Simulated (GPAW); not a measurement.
W, 1 atom in the cell. The structure is cubic, space group Fm-3m (No. 225). The conventional cell has a = 4.060 Å, b = 4.060 Å, c = 4.060 Å, α = 90.00°, β = 90.00°, γ = 90.00°. W (site symmetry m-3m) has 12 W at 2.87 Å as nearest neighbours. This isn't the form of W at room conditions, which is bcc.

| Item | Value |
| --- | --- |
| Program | GPAW 26.7.0 |
| Task | equation of state |
| Functional | PBEsol |
| Potentials or basis | PAW data sets generated in the run's folder for this functional |
| Cutoff | 600 eV |
| Basis | pw |
| k mesh | 11 × 11 × 11 |
| Occupations | fermi-dirac, width 0.05 eV |
| Spin | no spin polarisation |
| Maxiter | 150 |
| Eos scales | [0.94, 0.96, 0.98, 1.0, 1.02, 1.04, 1.06] |

Potentials or basis: PAW data sets generated in the run's folder for this functional, pw.

Run with:

```bash
$ gpaw-setup -f PBEsol W
$ OMP_NUM_THREADS=1 python run.py
```

Hardware: 1 thread of Arm Neoverse V2 (shared host).

**Question.** Estimate the wall time of this run.

**Answer.** Run time: 62 s on 1 thread of Arm Neoverse V2 (shared host), peak memory 0.19 GiB. Counts: scf iterations 56, plane waves 534, bands 16, k points 56.
